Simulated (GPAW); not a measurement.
# Mo (P-1) in GPAW: density of states with PBE

Aim: the density of states of Mo with PBE.

Everything below comes from runs of GPAW 26.7.0. Logs are shortened: lines on timing, memory, paths and dates and some standing lists are left out, and cuts for length are marked. The log counts tension as positive stress, the text compression.

### 1 The cell of the first run

The typed cell holds 1 atom: a = 2.785 Å, b = 2.985 Å, c = 2.927 Å, α = 59.76°, β = 54.74°, γ = 58.94°.

This isn't the form of Mo at room conditions, which is bcc.

### 2 Density of states, PBE (cell sheared at random, sigma 0.06, atoms nudged by 0.01 Å)

File run.py:

```python
import numpy as np
from ase.dft.bandgap import bandgap
from ase.io import read, write
from gpaw import GPAW

atoms = read('Mo.xyz')

calc = GPAW(mode='fd',
            h=0.16,
            xc='PBE',
            kpts={'size': (12, 11, 12), 'gamma': True},
            occupations={'name': 'fermi-dirac', 'width': 0.05},
            nbands=16,
            convergence={'density': 1e-05, 'energy': 1e-05},
            maxiter=150,
            txt='gpaw.txt')
atoms.calc = calc
energy = atoms.get_potential_energy()
forces = atoms.get_forces()
calc.write('gs.gpw')
write('result.traj', atoms)
print(f'Energy: {energy:.6f} eV')
print('Forces (eV/A):')
print(forces.round(4))
print('Fermi level:', round(calc.get_fermi_level(), 4), 'eV')
print(f'Gap: {bandgap(calc)[0]:.4f} eV, direct: {bandgap(calc, direct=True)[0]:.4f} eV')

dense = calc.fixed_density(kpts={'size': (18, 16, 18), 'gamma': True}, update_fermi_level=True,
                           nbands=24, convergence={'bands': 'CBM+6.0', 'eigenstates': 1e-6}, txt='dos.txt')
ef = dense.get_fermi_level()
dos = dense.dos(shift_fermi_level=False)
energies = np.linspace(ef - 14, ef + 6, 401)
spins = [None]
columns = [energies] + [dos.raw_dos(energies, spin=s, width=0.1) for s in spins]
for symbol, l in [('Mo', 0), ('Mo', 1), ('Mo', 2)]:
    for s in spins:
        columns.append(sum(dos.raw_pdos(energies, a=a.index, l=l, spin=s, width=0.1)
                           for a in atoms if a.symbol == symbol))
np.savetxt('dos.dat', np.array(columns).T, fmt='%.4f')
print('Fermi level on the dense mesh:', round(ef, 4), 'eV')
```

File Mo.xyz:

```xyz
1
Lattice="0.1575306600 2.0190446400 1.9118309000 2.1247256100 -0.0263960200 2.0957575800 2.0299532600 2.1081989700 0.0683763300" Properties=species:S:1:pos:R:3 pbc="T T T"
Mo     0.0000000000      0.0000000000      0.0000000000
```

Potentials or basis: GPAW PAW data sets (gpaw-data 1.2.1), fd.

Started as:

```
$ OMP_NUM_THREADS=1 python run.py
```

gpaw.txt:

```text
__  _  _
 | _ |_)|_||  |
 |__||  | ||/\| - 26.7.0

Input parameters:
  mode=FD(),
  convergence={'density': 1e-05, 'energy': 1e-05},
  h=0.16,
  kpts=MonkhorstPack(size=(12, 11, 12), gamma=True),
  maxiter=150,
  nbands=16,
  occupations=Occupations(name='fermi-dirac', width=0.05),
  xc=XC(name='PBE')

Diagonalizing LCAO Hamiltonian
Converting LCAO to fd mode

       Mo

Atoms  # Å, Bohr magnetons
|   | symbol |        x |        y |        z |    initial magnetic moments |
|---|--------|----------|----------|----------|-----------------------------|
| 0 |     Mo | 0.000000 | 0.000000 | 0.000000 | ( 0.0000,  0.0000,  0.0000) |

Unit cell  # Å
| periodic |        x |         y |        z |  lengths |    angles |
|----------|----------|-----------|----------|----------|-----------|
|      yes | 0.157531 |  2.019045 | 1.911831 | 2.785041 | 59.755494 |
|      yes | 2.124726 | -0.026396 | 2.095758 | 2.984519 | 54.736507 |
|      yes | 2.029953 |  2.108199 | 0.068376 | 2.927437 | 58.942504 |

Number of symmetries: 2
Symmetry operations  # r_c * U_cc + t_c -> r_c
|   | kind |            matrix            |
|---|------|------------------------------|
| 0 |  E   |  1, 0, 0,  0, 1, 0,  0, 0, 1 |
| 1 |  i   | -1, 0, 0,  0,-1, 0,  0, 0,-1 |

BZ-sampling:
  Number of BZ points: 1584
  Number of IBZ points: 794

  Monkhorst-Pack size: [12, 11, 12]
  Monkhorst-Pack shift: [0.041666666666666664, 0.0, 0.041666666666666664]

K-points  # in reciprocal-cell coordinates
|     |                                coordinates |     weight |
|-----|--------------------------------------------|------------|
|   0 | ( -0.00000000,   0.00000000,  -0.00000000) | 0.00063131 |
|   1 | ( -0.00000000,   0.00000000,   0.08333333) | 0.00126263 |
|   2 | ( -0.00000000,   0.00000000,   0.16666667) | 0.00126263 |
|   3 | ( -0.00000000,   0.00000000,   0.25000000) | 0.00126263 |
|   4 | ( -0.00000000,   0.00000000,   0.33333333) | 0.00126263 |
|   5 | ( -0.00000000,   0.00000000,   0.41666667) | 0.00126263 |
|   6 | ( -0.00000000,   0.00000000,   0.50000000) | 0.00063131 |
|   7 | ( -0.00000000,   0.09090909,  -0.41666667) | 0.00126263 |
|   8 | ( -0.00000000,   0.09090909,  -0.33333333) | 0.00126263 |
|   9 | ( -0.00000000,   0.09090909,  -0.25000000) | 0.00126263 |
| ... |                                            |            |
| 793 | (  0.50000000,   0.45454545,   0.50000000) | 0.00126263 |

Uniform wave function grid shape: (np.int64(12), np.int64(16), np.int64(16))
Spin-components: 1 (collinear spins)
Bands:           16
Projectors:      6
Spin-degeneracy: 2
Datatype:        complex128

Parallelization:
  kpt:    1
  domain: 1
  band:   1

Density:
  Valence electrons: 14.0
  Components: 1
  Grid points: [12 16 16]
  Charge: 0.0  # |e|

Potential:
  Grid points: [12 16 16]

species:
  Mo:
    name:    Molybdenum
    Z:       42.0
    valence: 14
    core:    28
    charge:  0.0  # [|e|]
    compensation charges:
      type: gauss
      rc: 0.38  # [Å]
      lmax: 2
    cutoffs:
      filter: 2.16  # [Å]
      core: 1.42  # [Å]
    projectors
    | kind |    occ | energy [eV] | rcut [Å] |
    |------|--------|-------------|----------|
    |   4s |  2.000 |     -64.307 |    1.238 |
    |   5s |  1.000 |      -4.084 |    1.238 |
    |   4p |  6.000 |     -38.491 |    1.296 |
    |   5p |  0.000 |      -1.044 |    1.296 |
    |   4d |  5.000 |      -3.754 |    1.296 |
    |    d |        |      23.458 |    1.296 |

    Using partial waves for Mo as LCAO basis

Reference energy: -110134.072632  # eV

eigensolver:
  PPCG
  Converge bands: occupied
  niter=2

density mixing:
  MSR1-Mixer
  Pratt-step length: 0.05
  Maximum mixing coefficient: 0.75
  Old densities: 10
  SVD Regularization: 0.005
  Good broyden scale: 1.0
  Trust region scale: 1.0
  Backstep threshold: 4.0
  History deletion threshold: 6.0
  Fourier metric: weight=20.0, sigma=0.015

occupation numbers:
  Fermi-Dirac:
    width: 0.0500  # eV

FastPoissonSolver using
    Stencil: 12*3+1=37 point O(h^6) finite-difference Laplacian
    FFT axes: [np.int64(0), np.int64(1), np.int64(2)]
    FST axes: []

xc functional:
  name: PBE with 2 nearest neighbor stencil
interpolation: tri-quintic # 5. degree polynomial

convergence criteria:
- Maximum integral of absolute [dens]ity change: 1e-05 electrons / valence electron
- Maximum [total energy] change in last 3 cyles: 1e-05 eV / valence electron
- Maximum integral of absolute [eigenst]ate change: 4e-08 eV^2 / valence electron
maximum number of iterations: 150

SCF iterations
|iter     | |      energy | eigst |  dens |
|---------|-|-------------|-------|-------|
|iter:   1| |  -11.691470 | +0.63 |       |
|iter:   2| |  -11.568311 | -0.69 | -1.00 |
|iter:   3| |  -10.888291 | -0.66 | -1.04 |
|iter:   4| |  -10.891107 | -2.05 | -1.90 |
|iter:   5| |  -10.892351 | -2.91 | -2.17 |
|iter:   6| |  -10.892373 | -3.93 | -3.23 |
|iter:   7| |  -10.892378c| -4.92 | -3.77 |
|iter:   8| |  -10.892378c| -5.68 | -4.17 |
|iter:   9| |  -10.892378c| -6.73 | -4.89 |
|iter:  10| |  -10.892378c| -7.48c| -5.56c|

Converged in 10 steps
Energy contributions relative to reference atoms: (reference = -110134.072632)

Energy contributions:
  Kinetic:         -13.285717
  Coulomb:           7.830604
  Zero:             -0.259662
  External:          0.000000
  Xc:               -5.173364
  Entropy:          -0.008480
  Spinorbit:         0.000000
  ----------------------------
  Free energy:     -10.896618
  Extrapolated:    -10.892378

dipole moment: (-16.120063, -15.329942, -15.236924)  # |e|*Ang

Fermi level: 12.666
Eigenvalues  # (at kpt = [-0.000, 0.000, -0.000])
| band index |      eig [eV] | occ [0-2] |
|------------|---------------|-----------|
|          0 |       -48.383 |     2.000 |
|          1 |       -21.905 |     2.000 |
|          2 |       -21.816 |     2.000 |
|          3 |       -21.546 |     2.000 |
|          4 |         5.849 |     2.000 |
|          5 |        10.849 |     2.000 |
[... 8 lines left out ...]
|         14 |        36.071 |     0.000 |
|         15 |        41.805 |     0.000 |

No gap
No difference between direct/indirect transitions

Forces  # eV/Ang
|       x |       y |       z |
|---------|---------|---------|
| 0.00000 | 0.00000 | 0.00000 |  # Mo   0

# Writing to gs.gpw (mode='')
```

Wall time 55 min (1 thread of Arm Neoverse N1, shared host); peak memory 7.8 GiB.

Results:

| Item | Value |
| --- | --- |
| Free energy | -10.8966 eV |
| Band gap on the k mesh | none (metal or under the smearing width) |
| Density of states at the Fermi level | 1.03 states/eV per cell |

States per cell in windows of 1 eV (zero at the Fermi level; states under -8 eV left out):
| from (eV) | total |
| --- | --- |
| -8.0 | 0.00 |
| -7.0 | 0.03 |
| -6.0 | 0.11 |
| -5.0 | 0.84 |
| -4.0 | 1.42 |
| -3.0 | 1.18 |
| -2.0 | 1.32 |
| -1.0 | 1.08 |
| 0.0 | 1.20 |
| 1.0 | 1.11 |
| 2.0 | 1.05 |
| 3.0 | 1.16 |
| 4.0 | 0.43 |
| 5.0 | 0.30 |

Caveat: the real-space grid adds noise to forces.
